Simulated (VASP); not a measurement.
# GaN (P6_3mc) in VASP: notebook

The runs below take GaN through single point, with PBE.

Everything below comes from runs of VASP 6.6.1. Logs are shortened: lines on timing, memory, paths and dates and some standing lists are left out, and cuts for length are marked.

## 1. The structure

It takes space group P6_3mc (No. 186, hexagonal). The conventional cell has a = 3.180 Å, b = 3.180 Å, c = 5.166 Å, α = 90.00°, β = 90.00°, γ = 120.00°. Ga (site symmetry 3m) has 4 N at 1.94 to 1.95 Å as nearest neighbours. N (site symmetry 3m) is surrounded by 4 Ga at 1.94 to 1.95 Å.

## 2. Single point, PBE

Input file INCAR:

```
PREC = Accurate
ENCUT = 550
EDIFF = 1E-7
ISMEAR = 0
SIGMA = 0.05
LREAL = Auto
LASPH = T
NELM = 100
ALGO = Normal
ISIF = 2
LWAVE = F
LCHARG = F
GGA = PE
ADDGRID = F
```

Input file KPOINTS:

```
Automatic mesh
0
Gamma
  10 10 6
```

Input file POSCAR:

```
GaN
1.0
    3.1800000000      0.0000000000      0.0000000000
   -1.5900000000      2.7539607840      0.0000000000
    0.0000000000      0.0000000000      5.1660000000
Ga N
2 2
Direct
    0.6521390000      0.3316270000      0.5245870000
    0.3764220000      0.6884330000      0.0161300000
    0.6603830000      0.3218970000      0.8783140000
    0.3311160000      0.6688000000      0.3826530000
```

Potentials or basis: VASP PAW PBE potentials, release 64 (Ga, N).

On the command line:

```bash
> cat potpaw_PBE.64/Ga/POTCAR potpaw_PBE.64/N/POTCAR > POTCAR
> mpirun -np 1 vasp_std > vasp.out
```

OUTCAR:

```text
PREC = Accurate
   ENCUT = 550
   EDIFF = 1E-7
   ISMEAR = 0
   LREAL = Auto
   LASPH = T
   NELM = 100
   ISIF = 2
   GGA = PE

 Found    304 irreducible k-points:

 Following reciprocal coordinates:
            Coordinates               Weight
  0.000000  0.000000  0.000000      1.000000
  0.100000  0.000000  0.000000      2.000000
  0.000000  0.100000  0.000000      2.000000
 -0.100000  0.100000  0.000000      2.000000
  0.200000  0.000000  0.000000      2.000000
  0.000000  0.200000  0.000000      2.000000
   k-points           NKPTS =    304   k-points in BZ     NKDIM =    304   number of bands    NBANDS=     12
   number of dos      NEDOS =    301   number of ions     NIONS =      4
   total plane-waves  NPLWV =  23040
   dimension x,y,z NGX =    24 NGY =   24 NGZ =   40
   dimension x,y,z NGXF=    48 NGYF=   48 NGZF=   80
   ions per type =               2   2
   NGX,Y,Z   is equivalent  to a cutoff of  12.55, 12.55, 12.87 a.u.
   NGXF,Y,Z  is equivalent  to a cutoff of  25.09, 25.09, 25.74 a.u.
 SYSTEM =  unknown system
   PREC   = accura    normal or accurate (medium, high low for compatibility)
   ISTART =      0    job   : 0-new  1-cont  2-samecut
   ICHARG =      2    charge: 1-file 2-atom 10-const
   ISPIN  =      1    spin polarized calculation?
   LNONCOLLINEAR =      F non collinear calculations
   LSORBIT =      F    spin-orbit coupling
   LASPH  =      T    aspherical Exc in radial PAW
   ENCUT  =  550.0 eV  40.42 Ry    6.36 a.u.   6.08  6.08  9.88*2*pi/ulx,y,z
   NELM   =    100;   NELMIN=  2; NELMDL= -5     # of ELM steps
   EDIFF  = 0.1E-06   stopping-criterion for ELM
   LREAL  =      T    real-space projection
   EDIFFG = 0.1E-05   stopping-criterion for IOM
   NSW    =      0    number of steps for IOM
   IBRION =     -1    ionic relax: 0-MD 1-quasi-New 2-CG
   NFREE  =      0    steps in history (QN), initial steepest desc. (CG)
   ISIF   =      2    stress and relaxation
   ISYM   =      2    0-nonsym 1-usesym 2-fastsym
   POTIM  = 0.5000    time-step for ionic-motion
   TEBEG  =    0.0;   TEEND  =   0.0 temperature during run
   PSTRESS=    0.0 pullay stress
   NELECT =      16.0000    total number of electrons
   NUPDOWN=      -1.0000    fix difference up-down
   EMIN   =  10.00;   EMAX   =-10.00  energy-range for DOS
   EFERMI =   0.00;   METHOD = LEGACY
   ISMEAR =     0;   SIGMA  =   0.05  broadening in eV -4-tet -1-fermi 0-gaus
   EFERMI_NEDOS =   21; number of points for ismear=-14 and -15
   IALGO  =     38    algorithm
   IMIX   =      4    mixing-type and parameters
     AMIX     =   0.40;   BMIX     =  1.00
     AMIX_MAG =   1.60;   BMIX_MAG =  1.00
  volume/ion in A,a.u.               =      11.31        76.33
  Fermi-wavevector in a.u.,A,eV,Ry     =   1.157715  2.187764 18.235949  1.340304
  Thomas-Fermi vector in A             =   2.294324
   LORBIT       =      0    0 simple, 1 ext, 2 COOP (PROOUT), +10 PAW based schemes
   GGA     = PE    functional components
   LHFCALC =     F    Hartree Fock is set to
   AEXX    =    0.0000 exact exchange contribution
   IVDW    =     0    specifies the selected vdW correction
   LEPSILON=     F    determine dielectric tensor
   LRPA    =     F    only Hartree local field effects (RPA)
 non-spin polarized calculation
 Gauss-broadening in eV      SIGMA  =   0.05
  energy-cutoff  :      550.00
  volume of cell :       45.24
 maximum number of plane-waves:      1341
   NGX = 13   NGY = 13   NGZ = 19

 number of electron      16.0000001 magnetization

 Free energy of the ion-electron system (eV)
  ---------------------------------------------------
  ext. energy  EPLUGINS =         0.00000000
  ---------------------------------------------------
  free energy    TOTEN  =       -23.94338307 eV

  energy without entropy =      -23.94338307  energy(sigma->0) =      -23.94338307

 E-fermi :   3.4981     XC(G=0): -10.9092

 val. band max:        3.2589724751   @ k =   0.0000   0.0000   0.0000
 cond. band min:       5.1058379741   @ k =   0.0000   0.0000   0.0000
 fundamental gap:      1.8468654990
 Fermi energy:         3.4981073891

 k-point     1 :       0.0000    0.0000    0.0000
  band No.  band energies     occupation
      1     -12.9457      2.00000
      2     -10.4523      2.00000
      3      -4.2416      2.00000
      4       1.7179      2.00000
      5       2.2724      2.00000
      6       2.8083      2.00000
      7       3.0943      2.00000
      8       3.2590      2.00000
      9       5.1058      0.00000
     10       7.6320      0.00000
     11      12.2843      0.00000
     12      12.8979      0.00000

 k-point     2 :       0.1000    0.0000    0.0000
  band No.  band energies     occupation
      1     -12.8112      2.00000
      2     -10.3660      2.00000
      3      -4.1009      2.00000
      4       1.5042      2.00000
      5       1.5815      2.00000
      6       2.4081      2.00000
      7       2.7391      2.00000
      8       3.0163      2.00000
      9       5.8873      0.00000
     10       8.2210      0.00000
     11      11.9235      0.00000
     12      12.2697      0.00000

 k-point     3 :       0.0000    0.1000    0.0000
  band No.  band energies     occupation
      1     -12.8079      2.00000
      2     -10.3639      2.00000
      3      -4.1002      2.00000
      4       1.0882      2.00000
      5       1.9971      2.00000
      6       2.2828      2.00000
      7       2.7168      2.00000
      8       3.1491      2.00000
      9       5.8656      0.00000
     10       8.2102      0.00000
     11      12.0433      0.00000
     12      12.4887      0.00000

 k-point     4 :      -0.1000    0.1000    0.0000
  band No.  band energies     occupation
      1     -12.8087      2.00000
      2     -10.3632      2.00000
      3      -4.1006      2.00000
      4       1.1118      2.00000
      5       1.9620      2.00000
      6       2.2862      2.00000
      7       2.7171      2.00000
      8       3.1624      2.00000
      9       5.8751      0.00000
     10       8.2021      0.00000
     11      11.9459      0.00000
     12      12.5930      0.00000

 k-point     5 :       0.2000    0.0000    0.0000
  band No.  band energies     occupation
      1     -12.4218      2.00000
      2     -10.1372      2.00000
      3      -3.6970      2.00000
      4       0.0134      2.00000
      5       1.1003      2.00000
      6       1.1679      2.00000
      7       2.4157      2.00000
      8       2.8010      2.00000
      9       7.0089      0.00000
     10       9.1151      0.00000
     11      10.7104      0.00000
     12      11.8019      0.00000

 k-point     6 :       0.0000    0.2000    0.0000
  band No.  band energies     occupation
      1     -12.4070      2.00000
      2     -10.1304      2.00000
      3      -3.6964      2.00000
      4      -0.3160      2.00000
      5       0.8890      2.00000
      6       1.4996      2.00000
      7       2.3569      2.00000
      8       2.9434      2.00000
      9       6.9999      0.00000
     10       9.1186      0.00000
     11      11.0214      0.00000
     12      11.9503      0.00000

 [... further k-points ...]

------------------------ aborting loop because EDIFF is reached ----------------------------------------

  FORCE on cell =-STRESS in cart. coord.  units (eV):
  Direction    XX          YY          ZZ          XY          YZ          ZX
  --------------------------------------------------------------------------------------
  -------------------------------------------------------------------------------------
  Total        1.9546325      3.9009791      7.5800880     -1.0526154     -0.6567008     -0.2487635
  in kB       69.2207693    138.1481051    268.4389672    -37.2770077    -23.2562052     -8.8096349
  external PRESSURE =     158.6026139 kB  Pullay stress =       0.0000000 kB

 VOLUME and BASIS-vectors are now :
 -----------------------------------------------------------------------------
  energy-cutoff  :      550.00
  volume of cell :       45.24
      direct lattice vectors                 reciprocal lattice vectors
     3.180000000  0.000000000  0.000000000     0.314465409  0.181556688  0.000000000
    -1.590000000  2.753960784  0.000000000     0.000000000  0.363113377  0.000000000
     0.000000000  0.000000000  5.166000000     0.000000000  0.000000000  0.193573364

 POSITION                                       TOTAL-FORCE (eV/Angst)
 -----------------------------------------------------------------------------------
      1.54652      0.91329      2.71002         0.423291      0.127708     -2.660396
      0.10241      1.89592      0.08333        -1.001150     -1.149883     -0.314704
      1.58820      0.88649      4.53737         0.878916      1.121788      2.039106
     -0.01044      1.84185      1.97679        -0.301056     -0.099612      0.935995
 -----------------------------------------------------------------------------------
    total drift:                                0.003317      0.001299     -0.012418

  FREE ENERGIE OF THE ION-ELECTRON SYSTEM (eV)
  ---------------------------------------------------
  free  energy   TOTEN  =       -23.9433830745 eV

  energy  without entropy=      -23.9433830745  energy(sigma->0) =      -23.94338307
```

Run time: 1.9 min. Hardware: 1 thread of Intel Xeon 6975P-C (Granite Rapids), shared host; peak memory 0.24 GiB.

These settings aren't checked as converged: the numbers below hold their error.

What came out:

* Free energy: -23.9434 eV
* Pressure: 15.9 GPa
* Largest force: 2.697 eV/Å
* Band gap on the k mesh: 1.85 eV, direct

## 3. Single point, PBE

Changes to INCAR since step 2:

```diff
@@ -2,6 +2,6 @@
 ENCUT = 550
-EDIFF = 1E-7
+EDIFF = 1E-5
 ISMEAR = 0
 SIGMA = 0.05
-LREAL = Auto
+LREAL = F
 LASPH = T
```

KPOINTS is that of step 2.

Input file POSCAR:

```
GaN
1.0
    3.1800000000      0.0000000000      0.0000000000
   -1.5900000000      2.7539607840      0.0000000000
    0.0000000000      0.0000000000      5.1660000000
Ga N
2 2
Direct
    0.6666666667      0.3333333333      0.5000000000
    0.3333333333      0.6666666667      0.0000000000
    0.6666666667      0.3333333333      0.8750000000
    0.3333333333      0.6666666667      0.3750000000
```

Potentials or basis: VASP PAW PBE potentials, release 64 (Ga, N).

On the command line:

```bash
> cat potpaw_PBE.64/Ga/POTCAR potpaw_PBE.64/N/POTCAR > POTCAR
> mpirun -np 1 vasp_std > vasp.out
```

OUTCAR:

```text
PREC = Accurate
   ENCUT = 550
   EDIFF = 1E-5
   ISMEAR = 0
   LREAL = F
   LASPH = T
   NELM = 100
   ISIF = 2
   GGA = PE

 Found     56 irreducible k-points:

 Following reciprocal coordinates:
            Coordinates               Weight
  0.000000  0.000000  0.000000      1.000000
  0.100000  0.000000  0.000000      6.000000
  0.200000  0.000000  0.000000      6.000000
  0.300000  0.000000  0.000000      6.000000
  0.400000  0.000000  0.000000      6.000000
  0.500000  0.000000  0.000000      3.000000
   k-points           NKPTS =     56   k-points in BZ     NKDIM =     56   number of bands    NBANDS=     12
   number of dos      NEDOS =    301   number of ions     NIONS =      4
   total plane-waves  NPLWV =  23040
   dimension x,y,z NGX =    24 NGY =   24 NGZ =   40
   dimension x,y,z NGXF=    48 NGYF=   48 NGZF=   80
   ions per type =               2   2
   NGX,Y,Z   is equivalent  to a cutoff of  12.55, 12.55, 12.87 a.u.
   NGXF,Y,Z  is equivalent  to a cutoff of  25.09, 25.09, 25.74 a.u.
 SYSTEM =  unknown system
   PREC   = accura    normal or accurate (medium, high low for compatibility)
   ISTART =      0    job   : 0-new  1-cont  2-samecut
   ICHARG =      2    charge: 1-file 2-atom 10-const
   ISPIN  =      1    spin polarized calculation?
   LNONCOLLINEAR =      F non collinear calculations
   LSORBIT =      F    spin-orbit coupling
   LASPH  =      T    aspherical Exc in radial PAW
   ENCUT  =  550.0 eV  40.42 Ry    6.36 a.u.   6.08  6.08  9.88*2*pi/ulx,y,z
   NELM   =    100;   NELMIN=  2; NELMDL= -5     # of ELM steps
   EDIFF  = 0.1E-04   stopping-criterion for ELM
   LREAL  =      F    real-space projection
   EDIFFG = 0.1E-03   stopping-criterion for IOM
   NSW    =      0    number of steps for IOM
   IBRION =     -1    ionic relax: 0-MD 1-quasi-New 2-CG
   NFREE  =      0    steps in history (QN), initial steepest desc. (CG)
   ISIF   =      2    stress and relaxation
   ISYM   =      2    0-nonsym 1-usesym 2-fastsym
   POTIM  = 0.5000    time-step for ionic-motion
   TEBEG  =    0.0;   TEEND  =   0.0 temperature during run
   PSTRESS=    0.0 pullay stress
   NELECT =      16.0000    total number of electrons
   NUPDOWN=      -1.0000    fix difference up-down
   EMIN   =  10.00;   EMAX   =-10.00  energy-range for DOS
   EFERMI =   0.00;   METHOD = LEGACY
   ISMEAR =     0;   SIGMA  =   0.05  broadening in eV -4-tet -1-fermi 0-gaus
   EFERMI_NEDOS =   21; number of points for ismear=-14 and -15
   IALGO  =     38    algorithm
   IMIX   =      4    mixing-type and parameters
     AMIX     =   0.40;   BMIX     =  1.00
     AMIX_MAG =   1.60;   BMIX_MAG =  1.00
  volume/ion in A,a.u.               =      11.31        76.33
  Fermi-wavevector in a.u.,A,eV,Ry     =   1.157715  2.187764 18.235949  1.340304
  Thomas-Fermi vector in A             =   2.294324
   LORBIT       =      0    0 simple, 1 ext, 2 COOP (PROOUT), +10 PAW based schemes
   GGA     = PE    functional components
   LHFCALC =     F    Hartree Fock is set to
   AEXX    =    0.0000 exact exchange contribution
   IVDW    =     0    specifies the selected vdW correction
   LEPSILON=     F    determine dielectric tensor
   LRPA    =     F    only Hartree local field effects (RPA)
 non-spin polarized calculation
 Gauss-broadening in eV      SIGMA  =   0.05
  energy-cutoff  :      550.00
  volume of cell :       45.24
 maximum number of plane-waves:      1341
   NGX = 13   NGY = 13   NGZ = 19

 number of electron      16.0000002 magnetization

 Free energy of the ion-electron system (eV)
  ---------------------------------------------------
  ext. energy  EPLUGINS =         0.00000000
  ---------------------------------------------------
  free energy    TOTEN  =       -24.21956595 eV

  energy without entropy =      -24.21956595  energy(sigma->0) =      -24.21956595

 E-fermi :   3.2802     XC(G=0): -10.9091

 val. band max:        3.0737455828   @ k =   0.0000   0.0000   0.0000
 cond. band min:       5.1286152320   @ k =   0.0000   0.0000   0.0000
 fundamental gap:      2.0548696493
 Fermi energy:         3.2801675320

 k-point     1 :       0.0000    0.0000    0.0000
  band No.  band energies     occupation
      1     -12.9209      2.00000
      2     -10.5057      2.00000
      3      -3.9986      2.00000
      4       2.0252      2.00000
      5       2.0252      2.00000
      6       3.0150      2.00000
      7       3.0737      2.00000
      8       3.0737      2.00000
      9       5.1286      0.00000
     10       7.4921      0.00000
     11      12.3970      0.00000
     12      13.1277      0.00000

 k-point     2 :       0.1000    0.0000    0.0000
  band No.  band energies     occupation
      1     -12.7829      2.00000
      2     -10.4149      2.00000
      3      -3.8562      2.00000
      4       1.3005      2.00000
      5       1.8188      2.00000
      6       2.2353      2.00000
      7       2.9152      2.00000
      8       2.9877      2.00000
      9       5.8834      0.00000
     10       8.0918      0.00000
     11      12.0881      0.00000
     12      12.4965      0.00000

 k-point     3 :       0.2000    0.0000    0.0000
  band No.  band energies     occupation
      1     -12.3817      2.00000
      2     -10.1725      2.00000
      3      -3.4522      2.00000
      4      -0.2045      2.00000
      5       0.8569      2.00000
      6       1.3430      2.00000
      7       2.5900      2.00000
      8       2.7446      2.00000
      9       7.0071      0.00000
     10       9.0282      0.00000
     11      11.0043      0.00000
     12      11.9546      0.00000

 k-point     4 :       0.3000    0.0000    0.0000
  band No.  band energies     occupation
      1     -11.7652      2.00000
      2      -9.8842      2.00000
      3      -2.9350      2.00000
      4      -1.6012      2.00000
      5      -0.4939      2.00000
      6       0.8383      2.00000
      7       2.0137      2.00000
      8       2.4374      2.00000
      9       7.8871      0.00000
     10       9.0705      0.00000
     11      10.1592      0.00000
     12      11.6647      0.00000

 k-point     5 :       0.4000    0.0000    0.0000
  band No.  band energies     occupation
      1     -11.0610      2.00000
      2      -9.7460      2.00000
      3      -3.1154      2.00000
      4      -1.9391      2.00000
      5      -1.3528      2.00000
      6       0.4751      2.00000
      7       1.2651      2.00000
      8       2.1938      2.00000
      9       8.2409      0.00000
     10       8.8417      0.00000
     11       9.4696      0.00000
     12      11.7441      0.00000

 k-point     6 :       0.5000    0.0000    0.0000
  band No.  band energies     occupation
      1     -10.6508      2.00000
      2      -9.8058      2.00000
      3      -3.3975      2.00000
      4      -2.1957      2.00000
      5      -1.1610      2.00000
      6       0.3446      2.00000
      7       0.8056      2.00000
      8       2.1026      2.00000
      9       8.2511      0.00000
     10       8.7878      0.00000
     11       9.2318      0.00000
     12      11.8489      0.00000

 [... further k-points ...]

------------------------ aborting loop because EDIFF is reached ----------------------------------------

  FORCE on cell =-STRESS in cart. coord.  units (eV):
  Direction    XX          YY          ZZ          XY          YZ          ZX
  --------------------------------------------------------------------------------------
  -------------------------------------------------------------------------------------
  Total        3.6407734      3.6407734      4.2260982      0.0000000      0.0000000     -0.0000000
  in kB      128.9332588    128.9332588    149.6617755      0.0000000      0.0000000     -0.0000000
  external PRESSURE =     135.8427644 kB  Pullay stress =       0.0000000 kB

 VOLUME and BASIS-vectors are now :
 -----------------------------------------------------------------------------
  energy-cutoff  :      550.00
  volume of cell :       45.24
      direct lattice vectors                 reciprocal lattice vectors
     3.180000000  0.000000000  0.000000000     0.314465409  0.181556688  0.000000000
    -1.590000000  2.753960784  0.000000000     0.000000000  0.363113377  0.000000000
     0.000000000  0.000000000  5.166000000     0.000000000  0.000000000  0.193573364

 POSITION                                       TOTAL-FORCE (eV/Angst)
 -----------------------------------------------------------------------------------
      1.59000      0.91799      2.58300         0.000000     -0.000000     -0.171918
     -0.00000      1.83597      0.00000        -0.000000     -0.000000     -0.171918
      1.59000      0.91799      4.52025        -0.000000      0.000000      0.171918
     -0.00000      1.83597      1.93725         0.000000     -0.000000      0.171918
 -----------------------------------------------------------------------------------
    total drift:                               -0.000000      0.000000     -0.000709

  FREE ENERGIE OF THE ION-ELECTRON SYSTEM (eV)
  ---------------------------------------------------
  free  energy   TOTEN  =       -24.2195659541 eV

  energy  without entropy=      -24.2195659541  energy(sigma->0) =      -24.21956595
```

Run time: 11 s. Hardware: 1 thread of Intel Xeon 6975P-C (Granite Rapids), shared host; peak memory 0.18 GiB.

These settings aren't checked as converged: the numbers below hold their error.

Results:

| Property | Result |
| --- | --- |
| Free energy | -24.2196 eV |
| Pressure | 13.6 GPa |
| Largest force | 0.172 eV/Å |
| Band gap on the k mesh | 2.05 eV, direct |

## 4. The reference run

An earlier run on the cell as given: functional PBEsol; potentials or basis VASP PAW PBE potentials, release 64 (Ga_d, N); cutoff 520 eV; k mesh 10 × 10 × 5; occupations fermi-dirac, width 0.05 eV; no spin polarisation.

- Pressure: 0.8 GPa
- Largest force: 0.131 eV/Å
- Band gap on the k mesh: 1.93 eV, direct
